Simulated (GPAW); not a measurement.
Wanted: an ASE script for a GPAW 26.7.0 run.

* Task: relaxation of cell and atoms
* Functional: PBEsol
* Dispersion: D3(BJ)
* Potentials or basis: PAW data sets generated in the run's folder for this functional
* Cutoff: 800 eV
* Basis: pw
* k mesh: 10 × 10 × 10
* Occupations: fermi-dirac, width 0.05 eV
* Spin: no spin polarisation
* Maxiter: 150
* Optimizer: BFGS
* Fmax: 0.02 eV/Å
* Max steps: 60
* Convergence: density=1e-05 forces=0.0001

The system is BP.

```
P B
1.0
     0.00000    2.26900    2.26900
     2.26900    0.00000    2.26900
     2.26900    2.26900    0.00000
P B
1 1
Direct
  0.75000 0.75000 0.75000
  0.00000 0.00000 0.00000
```

One way to write it, as run:

run.py

```python
from ase import Atoms
from ase.calculators.mixing import SumCalculator
from ase.filters import FrechetCellFilter
from ase.io import write
from ase.optimize import BFGS
from dftd3.ase import DFTD3
from gpaw import GPAW, PW, setup_paths

setup_paths.insert(0, '.')

atoms = Atoms(['P', 'B'],
              cell=[[0.0, 2.269, 2.269],
                    [2.269, 0.0, 2.269],
                    [2.269, 2.269, 0.0]],
              scaled_positions=[[0.75, 0.75, 0.75],
                                [0.0, 0.0, 0.0]],
              pbc=True)

calc = GPAW(mode=PW(800),
            xc='PBEsol',
            kpts={'size': (10, 10, 10), 'gamma': True},
            occupations={'name': 'fermi-dirac', 'width': 0.05},
            nbands=11,
            convergence={'density': 1e-05, 'forces': 0.0001},
            maxiter=150,
            txt='gpaw.txt')
atoms.calc = SumCalculator([calc, DFTD3(method='pbesol', damping='d3bj')])
opt = BFGS(FrechetCellFilter(atoms), trajectory='relax.traj', logfile='-')
done = opt.run(fmax=0.02, steps=60)
calc.write('gs.gpw')
write('result.traj', atoms)
print('Converged:', done)
print('Cell:', atoms.cell.cellpar().round(4))
print('Volume:', round(atoms.get_volume(), 4))
print(atoms.get_scaled_positions().round(5))
```

Potentials or basis: PAW data sets generated in the run's folder for this functional, pw.

The run is started by

```bash
$ gpaw-setup -f PBEsol B P
$ OMP_NUM_THREADS=1 python run.py
```

Results of the run:

```json
{
 "Relaxed volume": "11.31 Å³/atom",
 "Relaxed cell": "a = 3.175 Å, b = 3.175 Å, c = 3.175 Å, α = 60.00°, β = 60.00°, γ = 60.00°",
 "Space group after relaxing (to 0.05 Å)": "F-43m (No. 216)",
 "Energy gained by relaxing": "5.7 meV/atom",
 "Ionic steps": "3",
 "Pressure after relaxing": "0.1 GPa",
 "Band gap on the k mesh": "1.09 eV, indirect (least direct gap 3.41 eV)",
 "Dispersion energy per atom": "-0.259 eV"
}
```

Caveat: later steps reuse the first step's grids.

It took 60 s on 1 thread of Arm Neoverse N1, with other jobs on the host, peak memory 0.19 GiB.
